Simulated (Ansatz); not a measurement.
# Molecular dynamics of Si

Input:

```yaml
accuracy: low
crystal:
  lattice:
    - [0.0, 5.43, 5.43]
    - [5.43, 0.0, 5.43]
    - [5.43, 5.43, 0.0]
  atoms:
    - { symbol: Si, position: [0.00053799, 0.00045523, 0.00030406] }
    - { symbol: Si, position: [0.12491022, 0.12497799, 0.12511591] }
    - { symbol: Si, position: [0.00040488, 0.00036224, 0.49888092] }
    - { symbol: Si, position: [0.12211026, 0.12189107, 0.62801361] }
    - { symbol: Si, position: [0.00056237, 0.49867684, 0.00030982] }
    - { symbol: Si, position: [0.12230389, 0.6280536, 0.12158265] }
    - { symbol: Si, position: [-0.00568481, 0.5019425, 0.50180987] }
    - { symbol: Si, position: [0.12214287, 0.62798027, 0.6280149] }
    - { symbol: Si, position: [0.49858131, 0.00055282, 0.0003419] }
    - { symbol: Si, position: [0.62809878, 0.12213487, 0.12163415] }
    - { symbol: Si, position: [0.50216044, -0.00618718, 0.50192799] }
    - { symbol: Si, position: [0.62797337, 0.12202704, 0.62803431] }
    - { symbol: Si, position: [0.50251673, 0.50241468, -0.00731361] }
    - { symbol: Si, position: [0.62812413, 0.62815129, 0.12164292] }
    - { symbol: Si, position: [0.50221088, 0.50215908, 0.50195641] }
    - { symbol: Si, position: [0.62567131, 0.62518368, 0.62409578] }
    - { symbol: Si, position: [0.37564289, 0.37519389, 0.37409631] }
basis:
  ecutwfc: 420.0
kpoints:
  mp_grid: { grid: [2, 2, 2] }
hamiltonian:
  xc: pbesol
  pseudopotentials: { kind: paw, azcp: { folder: soft_1 } }
scf:
  occupations: { method: fermi_dirac, width: 0.02 }
  lower_state_search: "off"
md:
  timestep: 3.0
  n_steps: 170
  ensemble: nvt_langevin
  temperature: 600.0
  initial_velocities: maxwell_boltzmann
  seed: 648189
  friction: 0.005
```

Command:

```bash
$ ansatz run input.yaml --threads 1 --pin off --max-ram 3072MiB --backend cpu --events-out ev --progress --plain --runs-dir out
```

It starts from a relaxed structure.

Output, in part (step lines):

```
md step     0: t =     0.00 fs  T =   564.7 K  F+E_penalty+E_count = -10561.63203469 eV  E_kin = 1.240896 eV  (8 SCF iters)
md step     1: t =     3.00 fs  T =   510.8 K  F+E_penalty+E_count = -10561.59763546 eV  E_kin = 1.122391 eV  (6 SCF iters)
md step     2: t =     6.00 fs  T =   476.1 K  F+E_penalty+E_count = -10561.50751183 eV  E_kin = 1.046199 eV  (6 SCF iters)
md step     3: t =     9.00 fs  T =   395.9 K  F+E_penalty+E_count = -10561.38639131 eV  E_kin = 0.869950 eV  (7 SCF iters)
md step     4: t =    12.00 fs  T =   353.4 K  F+E_penalty+E_count = -10561.26103947 eV  E_kin = 0.776458 eV  (6 SCF iters)
md step     5: t =    15.00 fs  T =   270.5 K  F+E_penalty+E_count = -10561.16185379 eV  E_kin = 0.594449 eV  (5 SCF iters)
md step     6: t =    18.00 fs  T =   292.8 K  F+E_penalty+E_count = -10561.10478763 eV  E_kin = 0.643310 eV  (5 SCF iters)
md step     7: t =    21.00 fs  T =   304.8 K  F+E_penalty+E_count = -10561.08351404 eV  E_kin = 0.669747 eV  (5 SCF iters)
[... lines left out ...]
md step   170: t =   510.00 fs  T =   449.1 K  F+E_penalty+E_count = -10560.32262410 eV  E_kin = 0.986895 eV  (7 SCF iters)
```

The steps, from the saved trajectory:

```
time (fs)  T (K)  potential energy less start (eV)
        0    565                             0.000
       15    271                             0.470
       30    379                             0.466
       45    253                             0.663
       60    303                             0.745
       75    330                             0.899
       90    351                             0.951
      105    376                             0.969
      120    355                             1.069
      135    427                             1.157
      150    448                             1.155
      165    474                             1.375
      180    637                             1.213
      195    687                             1.018
      210    582                             1.403
      225    606                             1.054
      240    524                             1.236
      255    628                             0.924
      270    576                             1.040
      285    615                             1.012
      300    509                             1.055
      315    537                             1.057
      330    629                             0.988
      345    578                             1.114
      360    624                             1.014
      375    432                             1.324
      390    544                             1.271
      405    603                             1.105
      420    528                             1.280
      435    486                             1.314
      450    460                             1.294
      465    534                             1.030
      480    483                             1.194
      495    425                             1.277
      510    449                             1.309
```

The run went to its last step. The mean temperature of the second half is 10 % below the set value. A run of 0.51 ps of so small a system gives no equilibrium averages. Limits of this set-up: coarse k mesh, PAW files made for another functional, a small cell, in which the defect meets its images, low accuracy level.

Mean squared displacements from the first frame to the last, about the centre of mass: Si 0.07 Å².

Last frame:

```xyz
17
Lattice="0.0000 5.4300 5.4300 5.4300 0.0000 5.4300 5.4300 5.4300 0.0000" Properties=species:S:1:pos:R:3
Si 0.538 0.108 -0.313
Si 1.863 1.479 1.050
Si 3.391 2.734 -0.236
Si 4.445 4.452 1.005
Si 3.144 0.055 2.502
Si 4.741 1.439 3.592
Si 5.930 3.049 2.110
Si 7.300 3.887 3.727
Si 0.599 2.759 2.485
Si 1.919 4.251 3.748
Si 3.271 5.852 2.328
Si 4.872 6.894 4.059
Si 3.411 2.640 4.867
Si 4.538 4.042 6.593
Si 6.318 5.298 5.196
Si 7.338 7.127 6.300
Si 4.607 4.392 3.713
```

Run time: 14 min on 1 thread of Arm Neoverse V2, on a shared host, peak memory 0.57 GiB.
